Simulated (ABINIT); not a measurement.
Ni in ABINIT: the effect of potentials

The system is Ni.

```xyz
1
Lattice="0.0000 1.7376 1.7376 1.7376 0.0000 1.7376 1.7376 1.7376 0.0000" Properties=species:S:1:pos:R:3 pbc="T T T"
Ni    0.0000    0.0000    0.0000
```

Alike in all runs:

| Property | Result |
| --- | --- |
| Program | ABINIT 10.8.3 (patched build) |
| Task | equation of state |
| Functional | PBE |
| k mesh | 8 × 8 × 8 |
| Occupations | fermi-dirac, width 0.05 eV |
| Spin | collinear spin, ferromagnetic start |
| Starting moments | [1.0] μB |

```csv
potentials,cutoff,V0 of scaled cells (Å³/atom),B0 (GPa)
Ansatz NC PBE,1442 eV,10.90,201
SPMS NC PBE v1.0,952 eV,10.91,199
JTH PAW PBE v2.0,1116 eV,?,?
```

Problem. What does the run with potentials JTH PAW PBE v2.0 give?

Solution. V0 of scaled cells 10.97 Å³/atom; B0 196 GPa.

Caveats: all runs use coarse meshes; pressures at fixed basis lie under the slope of the energies.
